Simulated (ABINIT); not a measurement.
Runs of ABINIT 10.8.3 (patched build) on HfC. The structure is cubic, space group Fm-3m (No. 225). The conventional cell has a = 4.650 Å, b = 4.650 Å, c = 4.650 Å, α = 90.00°, β = 90.00°, γ = 90.00°. Around Hf (site symmetry m-3m) lie 6 C at 2.33 Å. Around C (site symmetry m-3m) lie 6 Hf at 2.33 Å. 

```csv
task,level,potentials or basis,spin,k mesh,cutoff (eV),fine-grid cutoff,mesh quality,gap on the mesh (eV),pressure (GPa),V0 of scaled cells (Å³/atom),B0 (GPa)
equation of state,rPW86PBE,JTH PAW PBE v2.0,off,10 × 10 × 10,544,1088.46 eV,not flagged,-,-,12.97,(c)
band structure,LDA,PseudoDojo NC SR LDA v0.4.1 standard,off,10 × 10 × 10,1116,-,not flagged,none,-13.7,-,-
single point,r2SCAN,JTH PAW PBE v2.0,off,8 × 8 × 8,653,1251.72 eV,not flagged,none,(b),-,-
band structure,BP86,JTH PAW PBE v2.0,"SOC, no magnetisation",10 × 10 × 10,544,1088.46 eV,not flagged,none,0.4,-,-
band structure,revPBE,JTH PAW PBE v2.0,off,10 × 10 × 10,544,1088.46 eV,not flagged,none,2.8,-,-
single point,LDA,JTH PAW LDA v2.0,off,8 × 8 × 8,544,1088.46 eV,not flagged,none,-12.3,-,-
band structure,BP86,JTH PAW PBE v2.0,off,10 × 10 × 10,544,1088.46 eV,not flagged,none,0.6,-,-
band structure,AM05,JTH PAW PBE v2.0,"SOC, no magnetisation",10 × 10 × 10,544,1088.46 eV,not flagged,none,-7.7,-,-
band structure,LDA-PZ,JTH PAW LDA v2.0,off,10 × 10 × 10,544,1088.46 eV,not flagged,none,-12.0,-,-
equation of state,BP86+D3(BJ),JTH PAW PBE v2.0,off,10 × 10 × 10,544,1088.46 eV,not flagged,-,-,(a),261
single point,LDA,JTH PAW LDA v2.0,off,6 × 6 × 6,544,1088.46 eV,coarse,none,-12.2,-,-
equation of state,revPBE+D3(BJ),JTH PAW PBE v2.0,off,10 × 10 × 10,544,1088.46 eV,not flagged,-,-,12.26,(d)
```

Alike in all rows: cell as given; smearing fermi-dirac 0.05 eV.

Problem. Fill in the values left out.

Solution. (a) 11.99; (b) -0.3; (c) 226; (d) 249.

Caveats: some runs use coarse meshes; the PAW data sets were made with another functional, which shifts forces and pressure a little (some runs); spin-orbit coupling is left out, which moves the levels of the heavy elements (some runs); pressures at fixed basis lie under the slope of the energies (some runs).

A k mesh can miss the band edges, and rows without SOC leave out spin-orbit coupling on Hf.

A gap of «none» marks a metal or a gap under the smearing width.

Runs at the PBE level aren't shown here.
